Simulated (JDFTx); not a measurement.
Runs of JDFTx 1.7.0 (patched build) on TaN. It takes space group Fm-3m (No. 225, cubic). Conventional cell: a = 4.423 Å, b = 4.423 Å, c = 4.423 Å, α = 90.00°, β = 90.00°, γ = 90.00°. Around Ta (site symmetry m-3m) lie 6 N at 2.21 Å. N (site symmetry m-3m) has 6 Ta at 2.21 Å as nearest neighbours. The cell comes from a database or a generator and needn't be the stable form of this composition.

```csv
task,level,potentials or basis,further solve for the empty bands,local potential set to -Z/r beyond,pseudo rcut,gap on the mesh (eV),pressure (GPa),V0 of scaled cells (Å³/atom),B0 (GPa)
equation of state,RPBE,PseudoDojo-SR-PBE-0.5-standard,-,-,-,-,-,10.89,316
single point,PBE,PseudoDojo-SR-PBE-0.5-standard,yes,-,-,none,(b),-,-
equation of state,PBE,PseudoDojo-SR-PBE-0.5-standard,-,-,-,-,-,10.76,(a)
single point,PBEsol,PseudoDojo-SR-PBEsol-0.4.1-standard with smoothed tails,yes,6 bohr,6,none,(c),-,-
equation of state,PBEsol,PseudoDojo-SR-PBEsol-0.4.1-standard with smoothed tails,-,6 bohr,6,-,-,10.46,355
```

Alike in all rows: no spin polarisation; cell as given; k mesh 10 × 10 × 10; cutoff (eV) 1143; smearing fermi-dirac 0.05 eV.

Problem. Estimate the missing entries.

Solution. (a) 329; (b) -1.7; (c) -11.1.

Caveats: the potentials were made for another functional, which shifts forces and pressure (some runs).

A k mesh can miss the band edges, and the runs leave out spin-orbit coupling on Ta.

A gap of «none» marks a metal or a gap under the smearing width.

Not every run made on this cell is shown here.
